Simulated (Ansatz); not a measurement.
A run of Ansatz 0.2.0:

input.yaml

```yaml
crystal:
  lattice:
    - [3.8313174605, 0.0, 0.0]
    - [-1.9156587303, 3.3180182508, 0.0]
    - [0.0, 0.0, 6.3326220002]
  atoms:
    - { symbol: Si, position: [0.6666666667, 0.3333333333, 0.9369905] }
    - { symbol: Si, position: [0.3333333333, 0.6666666667, 0.4369905] }
    - { symbol: Si, position: [0.6666666667, 0.3333333333, 0.5630095] }
    - { symbol: Si, position: [0.3333333333, 0.6666666667, 0.0630095] }
kpoints:
  mp_grid: { grid: [8, 8, 4] }
  band_path:
    path:
      - [0.0, 0.0, 0.0]
      - [0.5, 0.0, 0.0]
      - [0.3333333333, 0.3333333333, 0.0]
      - [0.0, 0.0, 0.0]
      - [0.0, 0.0, 0.5]
      - [0.5, 0.0, 0.5]
      - [0.3333333333, 0.3333333333, 0.5]
      - [0.0, 0.0, 0.5]
    npoints: 10
scf:
  occupations: { method: fermi_dirac, width: 0.05 }
hamiltonian:
  xc: pbesol
  pseudopotentials: { kind: all_electron, lapw: { basis_error: 0.002 } }
output:
  forces: true
  stress: true
  eigenvalues: true
```

Potentials or basis: all-electron LAPW, scalar-relativistic.

Run with:

```sh
$ ansatz run input.yaml --threads 2 --pin off --max-ram 8192MiB --backend cpu --events-out ev --progress --plain --runs-dir out
```

Hardware: 2 threads of AMD EPYC 7R13 Processor (Zen 3) (shared host).

Task: How long does it take, and how much memory?

Result: It took 7.9 s on 2 threads of AMD EPYC 7R13 Processor (Zen 3), on a shared host, peak memory 0.32 GiB. Counts: scf iterations 8, plane waves 525, k points 30, bands 29.
